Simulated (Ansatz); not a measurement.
An Ansatz run on ZrSe2, CdI2 type left the output below. Cell and atoms come from a relaxation with r2SCAN+rVV10.

The cell given to it:
```xyz
3
Lattice="3.7881 0.0000 0.0000 -1.8941 3.2806 0.0000 0.0000 0.0000 6.1801" Properties=species:S:1:pos:R:3 pbc="T T T"
Zr    0.0000    0.0000    0.0000
Se    0.0000    2.1871    1.5686
Se    1.8941    1.0935    4.6115
```

Output, abridged:
```
scf.n_extra_bands = 4 over 22 filled bands (N_el = 44.0): the run solves 26 bands
Crystal: 3 atoms, lattice volume = 76.801 Å³
Basis set: ecut = 420 eV, 1521 PW (Γ)
Bands: 26, of which v1, the nominal top of the filled ones, is band 22 counted from 1 (21 counted from 0)
Symmetry: 12 space group operations
Space group: P-3m1 (ITA 164)
k-points: 24 of 144
Exchange kernel: α = 0.2500, screened, ω = 0.2079 Å⁻¹, Wigner–Seitz truncation, v(0) = 1046.5713 eV·Å³, q-mesh 6×6×4
preconditioner: auto → none  [insulator: Δε(μ)=1.176 eV  ℏωp=16.9 eV]
hybrid outer 1: dexx = +1.691e-2 eV, tail = 1.21e-4 eV
hybrid outer 2: dexx = +1.122e-6 eV, tail = 3.10e-8 eV, Δε = 1.56e-3 eV, ΔF = 1.36e-2 eV/Å
hybrid outer 3: dexx = +5.801e-10 eV, tail = 4.89e-10 eV, Δε = 4.77e-5 eV, ΔF = 4.95e-5 eV/Å
NSCF: frozen V_eff on 8 k-points
hybrid SCF converged: 3 outer / 15 inner (+5 warm-up)
Free energy (F): -15131.643433 eV
Fermi energy:    8.408959 eV
--- Per-component energies (eV) ---
  E_band       = -1014.076718
  E_kinetic    = 567.892795
  E_local      = -5831.537822
  E_nonlocal   = -1116.851024
  E_hartree    = 2756.084128
  E_xc         = -298.074470
  E_vxc        = -310.441776
  E_exx        = -168.041932
  E_paw        = -6681.482421
  E_vpaw       = 500.777708
  E_ewald      = -4357.095454
  E_core_change = -2.536059
--- Forces (eV/Å), atoms counted from 1 ---
  atom   1  Zr      0.00000      0.00000      0.00000
  atom   2  Se      0.00000      0.00000    -0.13672
  atom   3  Se      0.00000      0.00000      0.13672
--- Stress (GPa, compression-positive) ---
        0.167502       0.000000       0.000000
        0.000000       0.167502       0.000000
        0.000000       0.000000       0.671527
  P = ⅓ Tr σ = 0.3355 GPa (3.355 kbar)
--- Band table (eV; the first three rows and the last of 24) ---
  k-point 0: bands = […, 3.1541, 5.4129, 5.4129, 8.3580, 8.3580, 8.4090, 10.2021, 10.2021, 10.7288, 13.4759]
  k-point 1: bands = […, 3.6551, 5.4414, 5.4414, 7.3059, 8.2595, 8.2595, 10.1867, 10.1867, 11.0354, 13.6972]
  k-point 2: bands = […, 4.4799, 5.4712, 5.4712, 6.0879, 8.1636, 8.1636, 10.1706, 10.1706, 11.1599, 13.9349]
  k-point 23: bands = […, 4.2531, 4.2531, 4.6626, 5.6834, 6.1458, 6.1458, 11.0562, 11.4409, 11.4409, 14.1462]
```

Levels at the listed points, from bands.tsv (eV from the Fermi energy, bands near the gap, counted from 0):
```tsv
# k_distance	band_17	band_18	band_19	band_20	band_21	band_22	band_23	band_24	band_25
# fermi_ev = 8.408959
# [0, 0, 0] at k_distance = 0.000000
# [0.5, 0, 0] at k_distance = 0.957627
# [0.3333333333, 0.3333333333, 0] at k_distance = 1.510513
# [0, 0, 0.5] at k_distance = 2.727536
# [0.5, 0, 0.5] at k_distance = 3.685163
# [0.3333333333, 0.3333333333, 0.5] at k_distance = 4.238050
# [-0.046875, 0.020833, 0] at k_distance = 5.496121
# [0, 0.5, 0.5] at k_distance = 6.587490
# levels_relative_to = fermi_ev
0.000	-2.996	-2.996	-0.051	-0.051	0.000	1.793	1.793	2.320	5.067
0.958	-3.340	-2.959	-2.783	-2.453	-1.548	1.151	3.474	3.872	5.686
1.511	-3.964	-3.964	-2.609	-2.609	-2.034	2.563	3.481	3.481	4.870
2.728	-2.938	-2.938	-2.321	-0.245	-0.245	1.762	1.762	2.751	5.526
3.685	-4.093	-2.991	-2.840	-1.186	-1.132	0.954	3.461	3.855	5.293
4.238	-4.156	-3.746	-2.726	-2.263	-2.263	2.647	3.032	3.032	5.737
5.496	-3.026	-2.987	-0.218	-0.123	0.001	1.834	1.860	2.345	4.940
6.587	-4.093	-2.991	-2.840	-1.186	-1.132	0.954	3.461	3.855	5.293
```
In order the rows are Γ, M, K, A, L, H, (-0.047, 0.021, 0), L.

Problem. Write the input file that gave this output.

Solution.
```yaml
crystal:
  # lattice and atoms as above
kpoints:
  mp_grid: { grid: [6, 6, 4] }
  band_path:
    path:
      - [0.0, 0.0, 0.0]
      - [0.5, 0.0, 0.0]
      - [0.3333333333, 0.3333333333, 0.0]
      - [0.0, 0.0, 0.5]
      - [0.5, 0.0, 0.5]
      - [0.3333333333, 0.3333333333, 0.5]
      - [-0.046875, 0.020833, 0.0]
      - [0.0, 0.5, 0.5]
    npoints: 1
hamiltonian:
  xc: hse06
scf:
  occupations: { method: fixed }
  n_extra_bands: 4
output:
  forces: true
  stress: true
  eigenvalues: true
```
The exchange loop and the term E_exx show exact exchange. A single point prints forces and stress when the output block asks for them. Close relatives of this functional can't be ruled out from these lines alone. Keys that only write grids to files are left aside. This is the file that was run; thresholds and some counts can't be read off the log exactly.

Command: `ansatz run input.yaml --threads 2 --pin off --max-ram 2211MiB --backend cpu --events-out ev --progress --plain --runs-dir out`.

Spin-unpolarised throughout; all numbers are computed.

Spin-orbit coupling is left out.

The program warns that its thresholds are loose for a hybrid's stress.

The meshes of the hybrids are coarse, so their gaps aren't converged to the digits shown.
